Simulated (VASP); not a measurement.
Here is a VASP 6.6.1 calculation.

File INCAR:

```
  AGGAC = 1.0
  AGGAX = 1.0
  ALDAC = 0.0
  ALDAX = 1.0
  ALGO = Fast
  EDIFF = 1E-7
  ENCUT = 520
  GGA = B5
  ISIF = 2
  ISMEAR = -1
  LASPH = T
  LCHARG = F
  LMAXMIX = 4
  LREAL = F
  LWAVE = F
  NELM = 80
  PREC = Accurate
  SIGMA = 0.05
```

Contents of KPOINTS:

```
k-points
0
Gamma
  10 10 5
```

The input POSCAR:

```
Hf
1.0
    3.1967000000      0.0000000000      0.0000000000
   -1.5983500000      2.7684234083      0.0000000000
    0.0000000000      0.0000000000      5.0578000000
Hf
2
Direct
    0.6666666667      0.3333333333      0.7500000000
    0.3333333333      0.6666666667      0.2500000000
```

KPOINTS_OPT

```
path GMKGALHA,LM,KH
10
line-mode
reciprocal
 0.0000000000  0.0000000000  0.0000000000  G
 0.5000000000  0.0000000000  0.0000000000  M

 0.5000000000  0.0000000000  0.0000000000  M
 0.3333333333  0.3333333333  0.0000000000  K

 0.3333333333  0.3333333333  0.0000000000  K
 0.0000000000  0.0000000000  0.0000000000  G

 0.0000000000  0.0000000000  0.0000000000  G
 0.0000000000  0.0000000000  0.5000000000  A

 0.0000000000  0.0000000000  0.5000000000  A
 0.5000000000  0.0000000000  0.5000000000  L

 0.5000000000  0.0000000000  0.5000000000  L
 0.3333333333  0.3333333333  0.5000000000  H

 0.3333333333  0.3333333333  0.5000000000  H
 0.0000000000  0.0000000000  0.5000000000  A

 0.5000000000  0.0000000000  0.5000000000  L
 0.5000000000  0.0000000000  0.0000000000  M

 0.3333333333  0.3333333333  0.0000000000  K
 0.3333333333  0.3333333333  0.5000000000  H
```

Potentials or basis: VASP PAW PBE potentials, release 64 (Hf_pv).

Command:

```console
$ cat potpaw_PBE.64/Hf_pv/POTCAR > POTCAR
$ mpirun -np 1 vasp_std > vasp.out
```

**Question.** Estimate the band gap along the path.

**Answer.** None (metal or under the smearing width).

**Question.** Predict the pressure.

**Answer.** 3.4 GPa.

Levels at the corners of the path, in eV from the Fermi level:
```
point  band 7  band 8  band 9  band 10  band 11  band 12  band 13  band 14
    Γ   -7.22   -3.66    0.89     1.11     1.11     1.38     1.91     1.91
    M   -3.28   -2.72   -2.19    -0.64     0.73     0.90     1.68     5.73
    M   -3.28   -2.72   -2.19    -0.64     0.73     0.90     1.68     5.73
    K   -2.12   -1.74   -1.74    -1.30     0.37     0.37     2.07     5.07
    K   -2.12   -1.74   -1.74    -1.30     0.37     0.37     2.07     5.07
    Γ   -7.22   -3.66    0.89     1.11     1.11     1.38     1.91     1.91
    Γ   -7.22   -3.66    0.89     1.11     1.11     1.38     1.91     1.91
    A   -5.24   -5.24    0.14     0.14     1.00     1.00     1.00     1.00
    A   -5.24   -5.24    0.14     0.14     1.00     1.00     1.00     1.00
    L   -3.34   -3.34   -1.00    -1.00     1.36     1.36     2.58     2.58
    L   -3.34   -3.34   -1.00    -1.00     1.36     1.36     2.58     2.58
    H   -1.75   -1.75   -1.37    -1.37    -0.14    -0.14     2.46     2.46
    H   -1.75   -1.75   -1.37    -1.37    -0.14    -0.14     2.46     2.46
    A   -5.24   -5.24    0.14     0.14     1.00     1.00     1.00     1.00
    L   -3.34   -3.34   -1.00    -1.00     1.36     1.36     2.58     2.58
    M   -3.28   -2.72   -2.19    -0.64     0.73     0.90     1.68     5.73
    K   -2.12   -1.74   -1.74    -1.30     0.37     0.37     2.07     5.07
    H   -1.75   -1.75   -1.37    -1.37    -0.14    -0.14     2.46     2.46
```

Caveat: the PAW data sets were made with another functional, which shifts forces and pressure a little; spin-orbit coupling is left out, which moves the levels of the heavy elements.
